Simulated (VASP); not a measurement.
# Rh in VASP: relaxation of the atoms with r2SCAN+rVV10

Aim: the relaxation of the atoms of Rh with r2SCAN+rVV10.

Program: VASP 6.6.1. These are calculated values, not measurements. Logs are shortened: lines on timing, memory, paths and dates and some standing lists are left out, and cuts for length are marked.

## (1) The structure

The cell holds a slab with vacuum, 4 atoms: a = 2.700 Å, b = 2.700 Å, c = 27.719 Å, α = 90.00°, β = 90.00°, γ = 120.00°.

The cell was built by a generator and needn't be a form met in nature.

## (2) Relaxation of the atoms, r2SCAN+rVV10

Input file INCAR:

```
SYSTEM = Rh
ALGO     = Normal         ! electronic algorithm
BPARAM   = 11.95        
CPARAM   = 0.0093       
DIPOL    = 0.5 0.5 0.500
EDIFF    = 1E-7           ! SCF threshold, eV
EDIFFG   = -0.02          ! ionic threshold
ENCUT    = 520            ! plane-wave cutoff, eV
IBRION   = 2              ! ionic algorithm
IDIPOL   = 3            
ISIF     = 2              ! what is computed and relaxed
ISMEAR   = 1              ! smearing method
IVDW_NL  = 2            
LASPH    = .True.         ! aspherical terms in the spheres
LCHARG   = .False.        ! write CHGCAR
LDIPOL   = .True.       
LMIXTAU  = .True.       
LREAL    = .False.        ! projectors in reciprocal space
LUSE_VDW = .True.       
LWAVE    = .False.        ! write WAVECAR
METAGGA  = R2SCAN         ! meta-GGA
NELM     = 120            ! most SCF steps
NSW      = 90             ! ionic steps
PREC     = Accurate       ! precision mode
SIGMA    = 0.1            ! smearing width, eV
```

Input file KPOINTS:

```
k-points
0
Gamma
  16 16 1
  0 0 0
```

Input file POSCAR:

```
Rh
1.0
    2.6997849600      0.0000000000      0.0000000000
   -1.3498924800      2.3380823200      0.0000000000
    0.0000000000      0.0000000000     27.7193498400
Rh
4
Direct
    0.6666670000      0.3333330000      0.3823716900
    0.3333340000      0.6666660000      0.4607893600
    0.0000000000      1.0000000000      0.5392106400
    0.6666670000      0.3333330000      0.6176283100
```

Potentials or basis: VASP PAW PBE potentials, release 64 (Rh_pv).

The run is started by

```sh
cat potpaw_PBE.64/Rh_pv/POTCAR > POTCAR
mpirun -np 1 vasp_std > vasp.out
```

OUTCAR:

```text
SYSTEM = Rh
   BPARAM = 11.95
   EDIFF = 1E-7
   EDIFFG = -0.02
   ENCUT = 520
   IBRION = 2
   ISIF = 2
   ISMEAR = 1
   IVDW_NL = 2
   LASPH = .True.
   LREAL = .False.
   METAGGA = R2SCAN
   NELM = 120
   NSW = 90
   PREC = Accurate

 ion  position               nearest neighbor table
   1  0.667  0.333  0.382-   2 2.67   2 2.67   2 2.67
   2  0.333  0.667  0.461-   1 2.67   1 2.67   1 2.67   3 2.67   3 2.67   3 2.67
   3  0.000  0.000  0.539-   4 2.67   4 2.67   4 2.67   2 2.67   2 2.67   2 2.67
   4  0.667  0.333  0.618-   3 2.67   3 2.67   3 2.67

  LATTYP: Found a hexagonal cell.
 ALAT       =     2.6997849600
 C/A-ratio  =    10.2672435956

  Lattice vectors:

 A1 = (   2.6997849600,   0.0000000000,   0.0000000000)
 A2 = (  -1.3498924800,   2.3380823200,   0.0000000000)
 A3 = (   0.0000000000,   0.0000000000,  27.7193498400)

Analysis of symmetry for initial positions (statically):
=====================================================================
 Subroutine PRICEL returns:
 Original cell was already a primitive cell.

 Routine SETGRP: Setting up the symmetry group for a
 hexagonal supercell.

 Subroutine GETGRP returns: Found 12 space group operations
 (whereof  6 operations were pure point group operations)
 out of a pool of 24 trial point group operations.

The static configuration has the point symmetry C_3v.
 The point group associated with its full space group is D_3d.

Analysis of symmetry for dynamics (positions and initial velocities):
=====================================================================
 Subroutine PRICEL returns:
 Original cell was already a primitive cell.

 Routine SETGRP: Setting up the symmetry group for a
 hexagonal supercell.

 Subroutine GETGRP returns: Found 12 space group operations
 (whereof  6 operations were pure point group operations)
 out of a pool of 24 trial point group operations.

The dynamic configuration has the point symmetry C_3v.
 The point group associated with its full space group is D_3d.

 Subroutine INISYM returns: Found 12 space group operations
 (whereof  6 operations are pure point group operations),
 and found     1 'primitive' translations

----------------------------------------------------------------------------------------

                                     Primitive cell

  volume of cell :     174.9734

  direct lattice vectors                    reciprocal lattice vectors
     2.699784960  0.000000000  0.000000000     0.370399871  0.213850469  0.000000000
[... 108 lines left out ...]
   IMIX   =      4    mixing-type and parameters
     AMIX     =   0.40;   BMIX     =  1.00
     AMIX_MAG =   1.60;   BMIX_MAG =  1.00
  volume/ion in A,a.u.               =      43.74       295.19
  Fermi-wavevector in a.u.,A,eV,Ry     =   1.145868  2.165376 17.864632  1.313013
  Thomas-Fermi vector in A             =   2.282555
   LORBIT       =      0    0 simple, 1 ext, 2 COOP (PROOUT), +10 PAW based schemes
   METAGGA = R2SCAN    functional components
   LHFCALC =     F    Hartree Fock is set to
   AEXX    =    0.0000 exact exchange contribution
   IVDW_NL    =     2    kernel type
   BPARAM     =11.9500
   IVDW    =     0    specifies the selected vdW correction
   LEPSILON=     F    determine dielectric tensor
   LRPA    =     F    only Hartree local field effects (RPA)
 conjugate gradient relaxation of ions
 non-spin polarized calculation
 Methfessel and Paxton  Order N= 1 SIGMA  =   0.10
  energy-cutoff  :      520.00
  volume of cell :      174.97
 maximum number of plane-waves:      4767
 NGX is ok and might be reduce to    20
   NGX =  9   NGY =  9   NGZ =103

--------------------------------------- Ionic step        1  -------------------------------------------

 number of electron      60.0000015 magnetization

 Free energy of the ion-electron system (eV)
  ---------------------------------------------------
  ext. energy  EPLUGINS =         0.00000000
  ---------------------------------------------------
  free energy    TOTEN  =       -93.25323459 eV

  energy without entropy =      -93.24884177  energy(sigma->0) =      -93.25177032

------------------------ aborting loop EDIFF was not reached (unconverged)  ----------------------------

  FORCE on cell =-STRESS in cart. coord.  units (eV):
  Direction    XX          YY          ZZ          XY          YZ          ZX
  --------------------------------------------------------------------------------------
  -------------------------------------------------------------------------------------
  Total       -4.0498018     -4.0498016     -1.6653363     -0.0000000      0.0000000      0.0000000
  in kB      -37.0827843    -37.0827830    -15.2489705     -0.0000000      0.0000000      0.0000000
  external PRESSURE =     -29.8048459 kB  Pullay stress =       0.0000000 kB
[... 139 lines left out ...]
--------------------------------------- Ionic step        5  -------------------------------------------

 number of electron      59.9999994 magnetization

 dipolmoment           0.000000      0.000000     -0.000000 electrons x Angstroem

 Free energy of the ion-electron system (eV)
  ---------------------------------------------------
  ext. energy  EPLUGINS =         0.00000000
  ---------------------------------------------------
  free energy    TOTEN  =       -93.26336696 eV

  energy without entropy =      -93.25824263  energy(sigma->0) =      -93.26165885

 E-fermi :   0.0986     XC(G=0):  -5.4096

 val. band max:        0.0979843431   @ k =   0.4375   0.0625   0.0000
 cond. band min:       0.1157669913   @ k =   0.3125   0.0625   0.0000
 fundamental gap:      0.0177826482
 Fermi energy:         0.0985959454

 k-point     1 :       0.0000    0.0000    0.0000
  band No.  band energies     occupation
      1     -48.5172      2.00000
      2     -48.1071      2.00000
      3     -47.8814      2.00000
      4     -47.8814      2.00000
      5     -47.8147      2.00000
      6     -47.8147      2.00000
[... 925 lines left out ...]
     35       3.8251      0.00000
     36       6.0552      0.00000

 [... further k-points ...]

------------------------ aborting loop because EDIFF is reached ----------------------------------------

 vacuum level on the upper side and lower side of the slab       (xc-potential included)         0.055         0.055

  FORCE on cell =-STRESS in cart. coord.  units (eV):
  Direction    XX          YY          ZZ          XY          YZ          ZX
  --------------------------------------------------------------------------------------
  -------------------------------------------------------------------------------------
  Total       -3.4194773     -3.4194772     -0.0384521     -0.0000000      0.0000000      0.0000000
  in kB      -31.3110978    -31.3110967     -0.3520938     -0.0000000      0.0000000      0.0000000
  external PRESSURE =     -20.9914294 kB  Pullay stress =       0.0000000 kB
[... 19 lines left out ...]
  FREE ENERGIE OF THE ION-ELECTRON SYSTEM (eV)
  ---------------------------------------------------
  free  energy   TOTEN  =       -93.2633669643 eV

  energy  without entropy=      -93.2582426267  energy(sigma->0) =      -93.26165885

 reached required accuracy - stopping structural energy minimisation

 vacuum level on the upper side and lower side of the slab         5.393         5.393
```

Wall time 84 min (1 thread of Intel Xeon 6975P-C (Granite Rapids), shared host); peak memory 0.69 GiB.

What came out:

```yaml
Free_energy: -93.2634 eV
Energy_gained_by_relaxing: 2.5 meV/atom
Ionic_steps: 5
Largest_force_after_relaxing: 0.019 eV/Å
Band_gap_on_the_k_mesh: none (metal or under the smearing width)
```

Forces on the atoms (eV/Å):
```
Rh   0.000  0.000 -0.006
Rh   0.000  0.000  0.019
Rh   0.000  0.000 -0.019
Rh   0.000  0.000  0.006
```

Step by step:
```tsv
step	energy change (eV)	largest force (eV/Å)	pressure (GPa)
1	0.0000	0.2031	-2.98
2	-0.0053	0.1515	-2.68
3	-0.0101	0.0325	-2.11
4	-0.0101	0.0296	-2.13
5	-0.0101	0.0187	-2.10
```

Final structure:
```cif
data_structure
_symmetry_space_group_name_H-M 'P 1'
_symmetry_Int_Tables_number 1
_cell_length_a 2.6998
_cell_length_b 2.6998
_cell_length_c 27.7193
_cell_angle_alpha 90.000
_cell_angle_beta 90.000
_cell_angle_gamma 120.000
_cell_volume 174.97
loop_
_atom_site_label
_atom_site_type_symbol
_atom_site_fract_x
_atom_site_fract_y
_atom_site_fract_z
_atom_site_occupancy
Rh1 Rh 0.66667 0.33333 0.38369 1
Rh2 Rh 0.33333 0.66667 0.46133 1
Rh3 Rh 0.00000 0.00000 0.53867 1
Rh4 Rh 0.66667 0.33333 0.61631 1
```

Caveat: the PAW data sets were made with another functional, which shifts forces and pressure a little.
